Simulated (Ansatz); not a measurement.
Crystal: MoS2.

```
Mo S
1.0
     1.58550    0.91539    6.11500
    -1.58550    0.91539    6.11500
     0.00000   -1.83078    6.11500
Mo S
1 2
Direct
  0.00000 0.00000 0.00000
  0.25000 0.25000 0.25000
  0.75000 0.75000 0.75000
```

Measurements of this composition are mostly on another form, of space group No. 194.

```yaml
Program: Ansatz 0.2.0
Task: relaxation of cell and atoms
Functional: PBEsol
Potentials_or_basis: Ansatz PAW
Cutoff: "420 eV (not typed: the program's choice for these potentials)"
k_mesh: 10 × 10 × 10
Occupations: fermi-dirac, width 0.05 eV
Spin: no spin polarisation
```

At the start: volume 17.75 Å³/atom.

Q: Where does the relaxation end?

A: It ends after 5 steps and the volume is 17.20 Å³/atom (-3.1 %); space group R-3m (No. 166, to 0.05 Å).

Step by step:
| step | energy change (eV) | largest force (eV/Å) | volume (Å³) |
| --- | --- | --- | --- |
| 1 | 0.0000 | 0.7588 | 53.25 |
| 2 | -0.0359 | 0.2321 | 50.08 |
| 3 | -0.0459 | 0.0008 | 51.60 |
| 4 | -0.0459 | 0.0011 | 51.59 |
| 5 | -0.0458 | 0.0011 | 51.59 |

Final structure:
```
Mo S
1.0
     1.56302    0.90241    6.09568
    -1.56302    0.90241    6.09568
     0.00000   -1.80482    6.09568
Mo S
1 2
Cartesian
  0.0000 0.0000 0.0000
  0.0000 0.0000 4.4992
  0.0000 0.0000 13.7879
```

Caveat: the plane-wave basis is chosen anew once the cell has moved, so the energies of steps on either side of that aren't comparable; the PAW data sets come from PBE, with cores solved anew for the run's functional, which leaves a small shift of forces and pressure.
